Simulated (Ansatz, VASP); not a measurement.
# Two plane-wave programs on AlN

File INCAR:

```
  PREC = Accurate
  ENCUT = 520
  EDIFF = 1E-7
  ISMEAR = 0
  SIGMA = 0.05
  LREAL = False
  LASPH = True
  NELM = 60
  ALGO = Normal
  ISIF = 2
  LWAVE = False
  LCHARG = False
  GGA = PE
  NBANDS = 16
```

KPOINTS

```
Automatic mesh
0
Gamma
  9 9 6
```

File POSCAR:

```
AlN
1.0
    3.3134793407      0.0000000000      0.0000000000
   -1.6567396703      2.8695572839      0.0000000000
    0.0000000000      0.0000000000      4.1875902417
Al N
2 2
Direct
    0.3357213505      0.6714427011      0.7652730210
    0.6690546839      0.3381093678      0.2652730210
    0.3287333206      0.6574666412      0.2205797385
    0.6620666539      0.3241333079      0.7205797385
```

Input for Ansatz:

```yaml
crystal:
  lattice:
    - [3.3134793407, 0.0, 0.0]
    - [-1.6567396703, 2.8695572839, 0.0]
    - [0.0, 0.0, 4.1875902417]
  atoms:
    - { symbol: Al, position: [0.3357213505, 0.6714427011, 0.765273021] }
    - { symbol: Al, position: [0.6690546839, 0.3381093678, 0.265273021] }
    - { symbol: "N", position: [0.3287333206, 0.6574666412, 0.2205797385] }
    - { symbol: "N", position: [0.6620666539, 0.3241333079, 0.7205797385] }
basis:
  ecutwfc: 520.0
kpoints:
  mp_grid: { grid: [9, 9, 6] }
hamiltonian:
  xc: pbe
  pseudopotentials: { kind: paw, azcp: { folder: soft_1 } }
scf:
  occupations: { method: gaussian, width: 0.05 }
output:
  forces: true
  stress: true
  eigenvalues: true
  write_density: true
  write_potential: true
  elf: true
  volumetric_format: npy
```

Change from the starting cell: mode 4 frozen in at -0.123 Å and mode 10 at -0.026 Å (largest displacements).

Alike in both runs: task single point; functional PBE; k mesh 9 × 9 × 6; occupations gaussian, width 0.05 eV; no spin polarisation.

|  | VASP | Ansatz |
| --- | --- | --- |
| version | VASP 6.6.1 | Ansatz 0.2.0 |
| potentials or method | VASP PAW PBE potentials, release 64 (Al, N) | scalar-relativistic, plane waves, PAW |
| plane-wave cutoff (eV) | 520 | 520 |
| valence electrons in the cell | 16 | 16 |

|  | VASP | Ansatz | Ansatz less VASP |
| --- | --- | --- | --- |
| gap on the k mesh at the Fermi level (eV) | 3.41 | 3.40 | -0.009 |
| least direct gap on the mesh (eV) | 3.41 | 3.40 | -0.009 |
| pressure (GPa) | 3.1 | 3.3 | +0.17 |
| largest component of the traceless stress (GPa) | 10.09 | 9.93 | -0.150 |
| rms of the force components (eV/Å) | 0.462 | 0.461 | -0.0014 |

Atom by atom the forces differ by 0.002 eV/Å (rms over components). With one functional, cell and mesh, what is left measures potentials, basis and numerics.
